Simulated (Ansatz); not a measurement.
A run of Ansatz 0.2.0 is set up as follows.

The input input.yaml:

```yaml
crystal:
  lattice:
    - [0.0, 2.269, 2.269]
    - [2.269, 0.0, 2.269]
    - [2.269, 2.269, 0.0]
  atoms:
    - { symbol: P, position: [0.75, 0.75, 0.75] }
    - { symbol: B, position: [0.0, 0.0, 0.0] }
hamiltonian:
  xc: pbe
  pseudopotentials: { kind: paw }
kpoints:
  mp_grid: { grid: [10, 10, 10] }
scf:
  occupations: { method: fermi_dirac, width: 0.05 }
output:
  forces: true
  stress: true
  eigenvalues: true
  write_density: true
  write_potential: true
  elf: true
  volumetric_format: npy
```

Potentials or basis: Ansatz PAW.

The run is started by

```bash
$ ansatz run input.yaml --threads 1 --pin off --max-ram 2560MiB --backend cpu --events-out ev --progress --plain --runs-dir out
```

(1) Predict the band gap on the k mesh.

(2) What does it give for the pressure?

## Answers

(1) 1.24 eV, indirect (least direct gap 3.40 eV).

(2) 1.1 GPa.
